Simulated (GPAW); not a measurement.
Here is a GPAW 26.7.0 calculation.

run.py

```python
from ase import Atoms
from ase.filters import FrechetCellFilter
from ase.io import write
from ase.optimize import BFGS
from ase.units import GPa
from gpaw import GPAW, PW, setup_paths

setup_paths.insert(0, '.')

atoms = Atoms(['As', 'As'],
              cell=[[1.8807968987, 1.0858785957, 3.5140619945],
                    [-1.8807968987, 1.0858785957, 3.5140619945],
                    [0.0, -2.1717571915, 3.5140619945]],
              scaled_positions=[[0.226, 0.226, 0.226],
                                [0.774, 0.774, 0.774]],
              pbc=True)

calc = GPAW(mode=PW(600),
            xc='PBEsol',
            kpts={'size': (7, 7, 7), 'gamma': True},
            occupations={'name': 'fermi-dirac', 'width': 0.05},
            nbands=13,
            convergence={'density': 1e-05, 'forces': 0.0001},
            maxiter=150,
            txt='gpaw.txt')
atoms.calc = calc
opt = BFGS(FrechetCellFilter(atoms, scalar_pressure=5 * GPa), trajectory='relax.traj', logfile='-')
done = opt.run(fmax=0.02, steps=60)
calc.write('gs.gpw')
write('result.traj', atoms)
print('Converged:', done)
print('Cell:', atoms.cell.cellpar().round(4))
print('Volume:', round(atoms.get_volume(), 4))
print(atoms.get_scaled_positions().round(5))
```

Potentials or basis: PAW data sets generated in the run's folder for this functional, pw.

Run with:

```bash
$ gpaw-setup -f PBEsol As
$ OMP_NUM_THREADS=1 python run.py
```

Problem. Predict the relaxed volume.

Solution. 19.45 Å³/atom.

Problem. Estimate the space group after relaxing (to 0.05 Å).

Solution. R-3m (No. 166).

Step by step:
```csv
step,energy change (eV),largest force (eV/Å),pressure (GPa),volume (Å³)
1,0.0000,0.3870,0.41,43.06
2,-0.0016,0.3809,1.19,42.50
3,0.0441,0.2974,6.57,39.20
4,0.0386,0.2092,6.19,39.20
5,0.0266,0.1675,4.78,39.05
6,0.0231,0.2203,4.47,39.05
7,0.0187,0.2218,4.21,38.99
8,0.0173,0.1399,4.44,38.96
9,0.0173,0.0016,4.96,38.91
```

Caveat: later steps reuse the first step's grids.
